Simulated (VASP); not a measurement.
Set up this calculation in VASP 6.6.1, as the native input.

* Task: band structure
* Functional: r2SCAN
* Potentials or basis: VASP PAW PBE potentials, release 64 (Cu, I)
* Cutoff: 520 eV
* k mesh: 8 × 8 × 8
* Occupations: gaussian, width 0.03 eV
* Spin: no spin polarisation
* Further INCAR settings: ALGO = Normal; EDIFF = 1e-07

The structure of CuI (Marshite) lies in POSCAR:

```
CuI                                     
1.0
    0.0000000000      2.9729987622      2.9729987622
    2.9729987622      0.0000000000      2.9729987622
    2.9729987622      2.9729987622      0.0000000000
  Cu              I             
     1     1
Direct
     0.2500000000000000    0.2500000000000000    0.2500000000000000
     0.0000000000000000    0.0000000000000000    0.0000000000000000
```

The input as run:

INCAR

```
SYSTEM = CuI
PREC = Accurate
ENCUT = 520
EDIFF = 1E-7
ISMEAR = 0
SIGMA = 0.03
LREAL = .False.
LASPH = .True.
NELM = 80
ALGO = Normal
ISIF = 2
LWAVE = .False.
LCHARG = .False.
LMAXMIX = 4
METAGGA = R2SCAN
LMIXTAU = .True.
```

KPOINTS

```
Automatic mesh
0
Gamma
  8 8 8
  0 0 0
```

KPOINTS_OPT

```
explicit points
302
Reciprocal
 0.0000000000  0.0000000000  0.0000000000 1
 0.0263157895  0.0000000000  0.0263157895 1
 0.0526315789  0.0000000000  0.0526315789 1
 0.0789473684  0.0000000000  0.0789473684 1
 0.1052631579  0.0000000000  0.1052631579 1
 0.1315789474  0.0000000000  0.1315789474 1
[... 294 lines left out ...]
 0.5119407300  0.0238814500  0.5119407300 1
 0.4880592700 -0.0238814500  0.4880592700 1
```

Potentials or basis: VASP PAW PBE potentials, release 64 (Cu, I).

The run is started by

```bash
$ cat potpaw_PBE.64/Cu/POTCAR potpaw_PBE.64/I/POTCAR > POTCAR
$ mpirun -np 1 vasp_std > vasp.out
```

Results of the run:

- Pressure: 1.8 GPa
- Band gap on the k mesh: 1.79 eV, direct
- Band gap along the path: 1.79 eV, direct

Caveat: the PAW data sets were made with another functional, which shifts forces and pressure a little; spin-orbit coupling is left out, which moves the levels of the heavy elements.

Wall time 4.7 min on 1 thread of Intel(R) Xeon(R) Platinum 8488C (Sapphire Rapids), on a shared host, peak memory 0.2 GiB.
